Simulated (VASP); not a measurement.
```yaml
crystal:
  lattice:
    - [0.00000, 3.01000, 3.01000]
    - [3.01000, 0.00000, 3.01000]
    - [3.01000, 3.01000, 0.00000]
  atoms:
    - { symbol: Li, position: [0.00000, 0.00000, 0.00000] }
    - { symbol: I, position: [0.50000, 0.50000, 0.50000] }
```

Calculation: PBE GGA, VASP's PBE PAW potentials (set 64) (plane waves; VASP 6.6.1). Numerical set-up: 530 eV cut-off, 7×7×7 Γ-centred mesh, Gaussian smearing of 0.050 eV, potentials Li_sv I.

Unless said otherwise, spin-orbit coupling is left out, though it shifts the bands of the heavy elements here.

Task: Estimate the energy per atom (σ→0), band gap (on the k-mesh) with the smallest direct gap where there is one.

Result: 
```json
{
  "band gap (on the k-mesh)": "4.26 eV",
  "smallest direct gap (on the k-mesh)": "4.26 eV",
  "energy per atom (σ→0)": "-2.915 eV/atom"
}
```

Total energies compare only between runs with the same potentials, cut-off and functional.

The compound is LiI in the rock salt structure. The cell was not relaxed at this level.
